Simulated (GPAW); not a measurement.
# CuO in GPAW: the effect of strain uniaxial x

CuO:

```xyz
4
Lattice="3.0907 0.0000 0.0000 -1.5454 2.8475 0.0000 0.0000 0.0000 5.3850" Properties=species:S:1:pos:R:3 pbc="T T T"
Cu    1.5454    0.9492    0.0000
Cu    0.0000    1.8983    2.6925
O     1.5454    0.9492    3.3667
O     0.0000    1.8983    0.6742
```

The cell comes from a database or a generator and needn't be the stable form of this composition.

Alike in all runs:

- Program: GPAW 26.7.0
- Task: single point
- Functional: PBE
- Potentials or basis: GPAW PAW data sets (gpaw-data 1.2.1)
- Cutoff: 800 eV
- Basis: pw
- k mesh: 7 × 7 × 4
- Occupations: fermi-dirac, width 0.05 eV
- Spin: no spin polarisation
- Maxiter: 150

| strain uniaxial x | pressure (GPa) | largest force (eV/Å) |
| --- | --- | --- |
| -0.06 | -0.7 | 0.42 |
| -0.04 | -3.5 | 0.26 |
| -0.02 | -6.0 | 0.14 |
| -0.01 | -7.0 | 0.10 |
| 0 | -8.0 | 0.07 |
| 0.01 | -9.0 | 0.07 |
| 0.02 | -9.8 | 0.08 |
| 0.04 | ? | ? |
| 0.06 | -12.6 | 0.14 |

Problem. What does the run with strain uniaxial x 0.04 give?

Solution. Pressure -11.3 GPa; largest force 0.11 eV/Å.

Worked out: A parabola through the other rows of the pressure, of slope -68 GPa per unit of strain uniaxial x there, gives -11.4 GPa, against the run's -11.3. A parabola through the other rows of the largest force, of slope 2.21 eV/Å per unit of strain uniaxial x there, gives 0.08 eV/Å, against the run's 0.11.

Caveats: with this Cu data set, volumes or pressures lay over 1.5 % or 2 GPa off other programs in two to four cells of ten; the density grid can change from cell to cell, which puts small steps into energies and stress; the run has no spin polarisation, though such a crystal can be magnetic.
